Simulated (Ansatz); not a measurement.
**Property card for Si₂Ni**

Method: Ansatz 0.2.0, DFT PBE, scalar-relativistic, plane waves, PAW.

Cutoff 420 eV; k points 14×14×14 on the computed 3-atom cell (Γ-centred); Gaussian smearing, width 0.10 eV; no spin polarisation.

The structure is relaxed at this level of theory with its symmetry kept.

```cif
data_structure
_symmetry_space_group_name_H-M 'Fm-3m'
_symmetry_Int_Tables_number 225
_cell_length_a 5.4469
_cell_length_b 5.4469
_cell_length_c 5.4469
_cell_angle_alpha 90.000
_cell_angle_beta 90.000
_cell_angle_gamma 90.000
_cell_volume 161.60
loop_
_atom_site_label
_atom_site_type_symbol
_atom_site_symmetry_multiplicity
_atom_site_Wyckoff_symbol
_atom_site_fract_x
_atom_site_fract_y
_atom_site_fract_z
_atom_site_occupancy
Si1 Si 8 c 0.25000 0.75000 0.75000 1
Ni1 Ni 4 a 0.00000 0.00000 0.00000 1
```

```
Space group                                                       : Fm-3m (No. 225)
Volume per atom                                                   : 13.47 Å³
Formation energy from the elements' standard states (uncorrected) : -0.355 eV/atom
Kohn–Sham band gap                                                : none (metal)
Density of states at the Fermi level                              : 0.89 states/eV per cell
Löwdin character within 0.5 eV of the Fermi level                 : Ni 3d 34 %, Si 3p 30 %, Si 3s 28 %, unprojected 6 %
Bader charges (e)                                                 : Si (2 in the cell) 0.40, Ni (1 in the cell) -0.80
```

A ferromagnetic start lost its moments in a first run, so spin was left out; other magnetic orders weren't tried.